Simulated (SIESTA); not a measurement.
Crystal: NiO2.

```
Ni O
1.0
     2.91215    0.00000    0.00000
    -1.45608    2.52200    0.00000
     0.00000    0.00000   10.55527
Ni O
2 4
Cartesian
  0.0000 0.0000 5.2776
  0.0000 0.0000 0.0000
  0.0000 1.6813 6.2179
  0.0000 1.6813 9.6150
  1.4561 0.8407 4.3374
  1.4561 0.8407 0.9403
```

The cell comes from a database or a generator and needn't be the stable form of this composition.

Base run:

- Program: SIESTA 5.4.2
- Functional: LDA
- Potentials or basis: PseudoDojo 0.4 standard (LDA files)
- Basis: DZP (energy shift 0.003 Ry; two zetas on semicore shells)
- Grid cutoff: 800 Ry
- Energy shift: 0.003 Ry
- k mesh: 10 × 10 × 3
- Occupations: fermi-dirac, width 0.05 eV
- Spin: collinear spin, ferromagnetic start
- Starting moments: [1.0, 1.0, 0.0, 0.0, 0.0, 0.0] μB

Its results: band gap on the k mesh 0.79 eV, indirect (least direct gap 1.08 eV); pressure -18.5 GPa; net moment 0.00 μB per cell; largest force 1.125 eV/Å.

**Question.** The run is repeated on the same cell with these changes: functional from LDA to PBEsol; potentials or basis from PseudoDojo 0.4 standard (LDA files) to PseudoDojo 0.4 standard (PBEsol files). What comes out?

**Answer.** Band gap on the k mesh 0.84 eV, indirect (least direct gap 1.13 eV); pressure -13.7 GPa; net moment 0.00 μB per cell; largest force 0.742 eV/Å.

Caveats: short orbitals over semicore shells can move pressures by several GPa; the basis of atomic orbitals isn't converged, which shifts pressures, moduli and gaps; forces of over 1 eV/Å show positions far from the minimum, so gaps and moduli don't describe the material at rest (some runs).

Not every run made on this cell is shown here.
